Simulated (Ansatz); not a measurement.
# MnO (P-6m2) in Ansatz: a series of runs

The runs below take MnO through single point, with PBE+U.

Everything below comes from runs of Ansatz 0.2.0. Logs are shortened: lines on timing, memory, paths and dates and some standing lists are left out, and cuts for length are marked.

### Step 1. The structure

Symmetry: P-6m2, No. 187, hexagonal system. Conventional cell: a = 2.969 Å, b = 2.969 Å, c = 2.898 Å, α = 90.00°, β = 90.00°, γ = 120.00°. Mn (site symmetry -6m2) has 6 O at 2.24 Å as nearest neighbours. Around O (site symmetry -6m2) lie 6 Mn at 2.24 Å.

Measurements of this composition are mostly on another form, of space group No. 225.

### Step 2. Single point, PBE+U, collinear spin, random start

File input.yaml:

```yaml
crystal:
  lattice:
    - [2.96948591, 0.0, 0.0]
    - [-1.48474296, 2.57165023, 0.0]
    - [0.0, 0.0, 2.89807113]
  atoms:
    - { symbol: Mn, position: [0.0, 0.0, 0.0], spin: -1.49 }
    - { symbol: O, position: [0.6666666667, 0.3333333333, 0.5] }
hamiltonian:
  xc: pbe
  pseudopotentials: { kind: paw }
  hubbard: { sites: [{ species: Mn, l: d, u_eff: 2.0 }] }
magnetization:
  spin_polarized: true
kpoints:
  mp_grid: { grid: [7, 7, 7] }
scf:
  occupations: { method: gaussian, width: 0.05 }
output:
  forces: true
  stress: true
  eigenvalues: true
```

Potentials or basis: Ansatz PAW.

Command:

```bash
$ ansatz run input.yaml --threads 2 --pin off --max-ram 5632MiB --backend cpu --events-out ev --progress --plain --runs-dir out
```

Log:

```text
Warning: RAYON_NUM_THREADS=2 ignored (pool sized by the plan → 2); use --threads N
Mn: projections on atomic orbitals take those of the free atom [Ne] 3s2 3p6 3d5 4s2, of charge +0.00 (hamiltonian.pseudopotentials.projection_atoms); the dataset's partial waves leave at most 9.0e-7 of an orbital's norm unspanned inside its sphere
O: projections on atomic orbitals take those of the free atom [He] 2s2 2p4, of charge +0.00 (hamiltonian.pseudopotentials.projection_atoms); the dataset's partial waves leave at most 1.9e-8 of an orbital's norm unspanned inside its sphere
Engine: ansatz 0.2.0, aarch64-unknown-linux-gnu
Pseudopotentials: kind: paw
Pseudopotential: Mn, paw, valence charge 15, recommended cutoff 420 eV (normal), Mn.paw.azcp
Pseudopotential: O, paw, valence charge 6, recommended cutoff 420 eV (normal), O.paw.azcp
Functional definition: PBE
  parameter kappa = 0.804
  parameter beta = 0.06672455060314922
  exchange = pbe_x(kappa = kappa, mu = beta*pi^2/3)
  correlation = pbe_c(beta = beta)
Crystal: 2 atoms, lattice volume = 22.131 Å³
Basis set: ecut = 420 eV, 405 PW (Γ), exchange–correlation on 40×40×40 points (8 copies of the dense FFT grid, shifted against one another)
Bands: 16, of which v1, the nominal top of the filled ones, is band 11 counted from 1 (10 counted from 0)
Symmetry: 12 space group operations
Space group: P-6m2 (ITA 187), of the structure as read, at distance tolerance 2.8e-5 Å
Magnetic group: BNS 187.209 (UNI 1439), of the structure as read, at distance tolerance 2.8e-5 Å
k-points: 32 of 343 (time reversal used)
Non-local potential: Mn, projectors of the file, l = 0: 3, l = 1: 2, l = 2: 3, l = 3: 1
Non-local potential: O, projectors of the file, l = 0: 2, l = 1: 2, l = 2: 1
PAW form: soft (Blöchl's): semilocal exchange-correlation on the pseudo side does not see the compensation charge
PAW one-centre angular grid: Mn, 590 points (default); XC on 64 Gauss nodes
PAW one-centre angular grid: O, 110 points (default); XC on 64 Gauss nodes
Initial density: superposition of atomic densities (chi_scale 0.1, normalization cell, long waves kept (reshape's long-wave potential 0.00 eV rms))
Starting moments: Σ|m| = 1.49 μB on 1 of 2 sites
Initial wavefunctions: pseudopotential atomic-orbital guess
Functional: x = pbe(κ = 0.804, μ = 0.2195149727645171), c = pbe(β = 0.06672455060314922)
SCF iter   1: F=—  HF=-4467.323623 eV  |F-HF|=—  |Δ(HF+E_count)|=         —  Δρ=2.84e-1 (↑2.17e-1 ↓2.84e-1)  dr2=5.73e1  dr2_m=3.31e-1  M=-1.698 μB ∫|m|=1.874 μB  β_m=1.00  ethr=3.10e-3  ⟨swp⟩=3.6  Hψ=4276  notcnv=0
preconditioner: auto → none  [metal: Δε(μ)=0.008 eV  Ē_g=10.919 eV  σ=0.050 eV  W_gap=0.09  n_scr=8 (ndim 8)  ℏωp=28.5 eV  f_vac=0.000  D(μ)=3.22/eV (n_scr^D=58)  sad-step TF]
SCF iter   2: F=—  HF=-4463.576282 eV  |F-HF|=—  |Δ(HF+E_count)|=    3.75e0  Δρ=1.57e-1 (↑1.57e-1 ↓8.47e-2)  dr2=3.55e0  dr2_m=2.01e0  M=-3.046 μB ∫|m|=3.056 μB  β_m=1.00  ethr=3.10e-3  ⟨swp⟩=3.2  Hψ=2802  notcnv=0  defer=61
SCF iter   3: F=—  HF=-4463.221495 eV  |F-HF|=—  |Δ(HF+E_count)|=   3.55e-1  Δρ=8.34e-2 (↑8.34e-2 ↓5.60e-2)  dr2=7.32e-1  dr2_m=8.05e-1  M=-3.921 μB ∫|m|=3.921 μB  β_m=1.00  ethr=3.10e-3  ⟨swp⟩=2.7  Hψ=2320  notcnv=0  defer=64
SCF iter   4: F=—  HF=-4463.519938 eV  |F-HF|=—  |Δ(HF+E_count)|=   2.98e-1  Δρ=4.46e-2 (↑4.46e-2 ↓4.00e-2)  dr2=1.29e-1  dr2_m=3.32e-1  M=-4.534 μB ∫|m|=4.534 μB  β_m=1.00  ethr=3.10e-3  ⟨swp⟩=2.9  Hψ=2168  notcnv=0  defer=64
SCF iter   5: F=—  HF=-4464.044719 eV  |F-HF|=—  |Δ(HF+E_count)|=   5.25e-1  Δρ=2.33e-2 (↑2.33e-2 ↓1.92e-2)  dr2=8.05e-2  dr2_m=7.26e-2  M=-4.829 μB ∫|m|=4.829 μB  β_m=0.30  ethr=6.16e-4  ⟨swp⟩=2.5  Hψ=1606  notcnv=0  defer=64
Mixer restart at iter 5: flushing history
spin-set hold released at iteration 5 (site moments contracting): the magnetisation degrees of freedom join the quasi-Newton model from the next iteration; the mixer history was flushed
SCF iter   6: F=—  HF=-4464.658309 eV  |F-HF|=—  |Δ(HF+E_count)|=   6.14e-1  Δρ=2.43e-2 (↑2.15e-2 ↓2.43e-2)  dr2=1.67e-2  dr2_m=9.74e-2  M=-4.927 μB ∫|m|=4.927 μB  β_m=0.65  ethr=3.83e-4  ⟨swp⟩=2.4  Hψ=1909  notcnv=0  defer=64
SCF iter   7: F=—  HF=-4465.587734 eV  |F-HF|=—  |Δ(HF+E_count)|=   9.29e-1  Δρ=3.54e-2 (↑3.44e-2 ↓3.54e-2)  dr2=8.69e-1  dr2_m=1.50e-2  M=-5.000 μB ∫|m|=5.000 μB  β_m=0.49  ethr=7.96e-5  ⟨swp⟩=3.7  Hψ=2550  notcnv=0  defer=64
SCF iter   8: F=—  HF=-4465.356600 eV  |F-HF|=—  |Δ(HF+E_count)|=   2.31e-1  Δρ=5.47e-3 (↑2.52e-3 ↓5.47e-3)  dr2=9.06e-3  dr2_m=1.04e-3  M=-5.000 μB ∫|m|=5.000 μB  β_m=0.47  ethr=7.96e-5  ⟨swp⟩=3.5  Hψ=2651  notcnv=0  defer=64
SCF iter   9: F=—  HF=-4465.362245 eV  |F-HF|=—  |Δ(HF+E_count)|=   5.64e-3  Δρ=1.92e-3 (↑1.92e-3 ↓1.86e-3)  dr2=1.02e-4  dr2_m=6.88e-4  M=-5.000 μB ∫|m|=5.000 μB  β_m=0.55  ethr=4.32e-5  ⟨swp⟩=2.3  Hψ=1894  notcnv=0  defer=60
SCF iter  10: F=—  HF=-4465.362388 eV  |F-HF|=—  |Δ(HF+E_count)|=   1.43e-4  Δρ=7.34e-4 (↑7.27e-4 ↓7.34e-4)  dr2=3.34e-6  dr2_m=1.06e-4  M=-5.000 μB ∫|m|=5.000 μB  β_m=0.64  ethr=4.85e-7  ⟨swp⟩=2.0  Hψ=1610  notcnv=0  defer=60
SCF iter  11: F=—  HF=-4465.362416 eV  |F-HF|=—  |Δ(HF+E_count)|=   2.84e-5  Δρ=1.06e-4 (↑7.96e-5 ↓1.06e-4)  dr2=3.84e-7  dr2_m=1.62e-6  M=-5.000 μB ∫|m|=5.000 μB  β_m=0.82  ethr=1.59e-8  ⟨swp⟩=2.0  Hψ=1593  notcnv=0  defer=60
SCF iter  12: F=—  HF=-4465.362417 eV  |F-HF|=—  |Δ(HF+E_count)|=   8.02e-7  Δρ=3.51e-5 (↑3.51e-5 ↓1.34e-5)  dr2=1.95e-7  dr2_m=1.01e-7  M=-5.000 μB ∫|m|=5.000 μB  β_m=0.91  ethr=4.76e-10  ⟨swp⟩=7.2  Hψ=5271  notcnv=0
SCF iter  13: F=-4465.362417 eV  HF=-4465.362417 eV  |F-HF|=2.01e-10  |Δ(HF+E_count)|=   4.25e-8  Δρ=3.51e-6 (↑2.27e-6 ↓3.51e-6)  dr2=6.24e-10  dr2_m=1.49e-9  M=-5.000 μB ∫|m|=5.000 μB  ethr=4.76e-10  ⟨swp⟩=4.5  Hψ=4087  notcnv=0
SCF 1 converged in 13 iterations: F = -4465.362417 eV  dr2 = 6.24e-10
SCF converged after 13 iterations
Magnetization: -5.0000 μB (8.0000 up, 13.0000 down)
Absolute magnetization: 5.0000 μB (∫|ρ↑−ρ↓|, with the PAW one-centre terms)
Spin contamination: 0.0063 ħ² per cell (⟨S²⟩ above its minimum at these occupations)
Per-site moments (μB) at R_I (Å): [(-4.222465051356313, 0.9259670646025069), (-0.22198832974882668, 0.9259670646025069)]
Free energy (F): -4465.362417 eV
Harris-Foulkes:  -4465.362417 eV  (|F-HF|=2.01e-10)
Internal energy: -4465.362192 eV  (E = F + TS)
E sigma→0 (E₀):  -4465.362305 eV
Entropy (-TS):   -0.000225 eV (-0.112 meV/atom)
Fermi energy:    12.591584 eV
--- Per-component energies (eV) ---
  E_band       = -256.905978
  E_kinetic    = 473.459357
  E_local      = -2253.569940  (includes V_loc(G=0)·N_el)
  E_nonlocal   = 302.844323
  E_hartree    = 903.265730
  E_xc         = -184.591324
  E_vxc        = -235.806843  (∫ρ·V_xc dr)
  E_hubbard    = 0.333067  (on-site DFT+U / exact-exchange correction)
  E_vhub       = -4.621051  (the Hubbard potential's part of the band-sum identity)
  E_paw        = -1465.796440  (= ΣΔE_a)
  E_vpaw       = -345.746683  (= ΣTr[D̂ρ^β])
  E_aug_tail   = 0.002444  (compensation charges beyond the density's cutoff)
  E_ewald      = -2241.309408
  E_smearing   = -0.000225  (= −TS)
  E_closure    = -0.000000  (closes the sum)
  Σ components = -4465.362417   (vs F -4465.362417, Δ=0.00e0)
--- Forces (eV/Å), atoms counted from 1 ---
  atom   1  Mn     0.00000000    -0.00000000     0.00000000
  atom   2  O     -0.00000000     0.00000000    -0.00000000
  max |Σ_I F_I| component: 2.08e-17 eV/Å
--- Stress (GPa, compression-positive) ---
       11.867872       0.000000      -0.000000
        0.000000      11.867872       0.000000
       -0.000000       0.000000      -6.949365
  P = ⅓ Tr σ = 5.5955 GPa (55.955 kbar)
--- Band table (eV; the first three rows and the last of 64) ---
  k-point 0 ↑: bands = ["-63.8689", "-32.7334", "-32.7334", "-32.5612", "-6.2037", "9.8552", "9.9939", "9.9939", "12.8725", "14.6206", "15.9434", "15.9434", "16.1011", "16.1011", "27.0897", "28.9765"]
  k-point 1 ↑: bands = ["-63.8674", "-32.7318", "-32.7318", "-32.5802", "-6.0679", "8.6715", "10.0668", "10.0668", "13.8331", "15.1558", "15.4844", "15.4844", "16.3631", "16.3631", "26.3228", "29.4517"]
  k-point 2 ↑: bands = ["-63.8635", "-32.7284", "-32.7284", "-32.6229", "-5.7417", "6.9673", "10.2313", "10.2313", "14.9810", "15.0561", "15.0561", "16.3331", "16.3331", "16.6753", "23.9639", "30.8274"]
  k-point 31 ↓: bands = ["-68.8037", "-37.6491", "-37.6270", "-37.5083", "-5.3519", "5.9177", "6.0802", "7.9853", "8.7013", "9.9222", "10.1639", "11.0945", "12.5254", "17.6131", "20.4653", "23.6749"]
Occupation matrices written to <dir>
```

occupation_matrices:

```text
# The occupation matrices of the corrected shells as a run of Ansatz 0.0.0 ended. An entry of
# hamiltonian.hubbard.sites starts from them by `starting_ns: <path of this file>`, where that key's refused
# combinations let it.
# Free energy -4465.362417 eV.
[... 24 lines left out ...]
  site0_d_down:
    matrix:
      - [0.9925994681102195, -5.4752209710517974e-18, -2.946319403729358e-17, 1.0741733023900135e-16, 2.3418766925686896e-17]
      - [-5.421010862427522e-18, 0.9948318435638042, 1.4907779871675686e-17, -8.863352760068999e-18, -5.056447881929271e-17]
      - [-2.9436088982981445e-17, 2.837899186480808e-17, 0.9948318435638044, 4.972422213561645e-17, -1.0028870095490916e-17]
      - [1.0739022518468921e-16, -8.863352760068999e-18, 4.9832642352865e-17, 0.9914412905941075, -9.64939933512099e-18]
      - [2.336455681706262e-17, -5.060513640076092e-17, -9.974659986866641e-18, -1.7780915628762273e-17, 0.991441290594107]
```

Wall time 3 s (2 threads of Arm Neoverse V1, shared host); peak memory 0.3 GiB.

Results:

- Free energy: -4465.3624 eV
- Pressure: 5.6 GPa
- Band gap on the k mesh: none (metal or under the smearing width)
- Net moment: -5.00 μB per cell
- Absolute moment: 5.00 μB per cell
- Site moments: Mn -4.22; O -0.22 μB

Levels at points of the mesh, in eV from the Fermi level:
Spin up:
```csv
k point,band 4,band 5,band 6,band 7,band 8,band 9,band 10,band 11,band 12,band 13
"(0.00, 0.00, 0.00)",-45.15,-18.80,-2.74,-2.60,-2.60,0.28,2.03,3.35,3.35,3.51
```
Spin down:
| k point | band 10 | band 11 | band 12 | band 13 | band 14 | band 15 | band 16 |
| --- | --- | --- | --- | --- | --- | --- | --- |
| (0.00, 0.00, 0.00) | -2.81 | -2.81 | -0.90 | -0.90 | -0.27 | 13.39 | 14.98 |

Eigenvalues of the final occupation matrices:
```csv
site,spin,trace,eigenvalues
site 1,1,0.32,0.04 0.05 0.05 0.09 0.09
site 1,2,4.96,0.99 0.99 0.99 0.99 0.99
```

Caveat: the magnetic or orbital state may not be the lowest; the pressure holds a Pulay correction of +0.6 GPa for the finite cutoff; a cell with one magnetic atom can't hold antiferromagnetic order, which such compounds often take. The state reached can hang on the start; a lower one may exist.

### Step 3. Single point, PBE+U, collinear spin, ferromagnetic start

Edit input.yaml of step 2 so:

```diff
@@ -6,3 +6,3 @@
   atoms:
-    - { symbol: Mn, position: [0.0, 0.0, 0.0], spin: -1.49 }
+    - { symbol: Mn, position: [0.0, 0.0, 0.0], spin: 4.0 }
     - { symbol: O, position: [0.6666666667, 0.3333333333, 0.5] }
```

Potentials or basis: Ansatz PAW.

Command:

```bash
$ ansatz run input.yaml --threads 2 --pin off --max-ram 5632MiB --backend cpu --events-out ev --progress --plain --runs-dir out
```

Wall time 2.5 s (2 threads of Arm Neoverse V1, shared host); peak memory 0.3 GiB.

The run converged. Its results:

- Free energy: -4465.3624 eV
- Pressure: 5.6 GPa
- Band gap on the k mesh: none (metal or under the smearing width)
- Net moment: 5.00 μB per cell
- Absolute moment: 5.00 μB per cell
- Site moments: Mn +4.22; O +0.22 μB

Stress tensor (GPa, compression positive):
```
11.87  0.00  0.00
 0.00 11.87  0.00
 0.00  0.00 -6.95
```

Levels at points of the mesh, in eV from the Fermi level:
Spin up:
| k point | band 11 | band 12 | band 13 | band 14 | band 15 | band 16 |
| --- | --- | --- | --- | --- | --- | --- |
| (0.00, 0.00, 0.00) | -2.81 | -0.90 | -0.90 | -0.27 | 13.39 | 14.98 |
Spin down:
```csv
k point,band 6,band 7,band 8,band 9,band 10,band 11
"(0.00, 0.00, 0.00)",-2.74,-2.60,-2.60,0.28,2.03,3.35
```

Eigenvalues of the final occupation matrices:
| site | spin | trace | eigenvalues |
| --- | --- | --- | --- |
| site 1 | 1 | 4.96 | 0.99 0.99 0.99 0.99 0.99 |
| site 1 | 2 | 0.32 | 0.04 0.05 0.05 0.09 0.09 |

Caveat: the magnetic or orbital state may not be the lowest; the pressure holds a Pulay correction of +0.6 GPa for the finite cutoff; a cell with one magnetic atom can't hold antiferromagnetic order, which such compounds often take. The state reached can hang on the start; a lower one may exist.
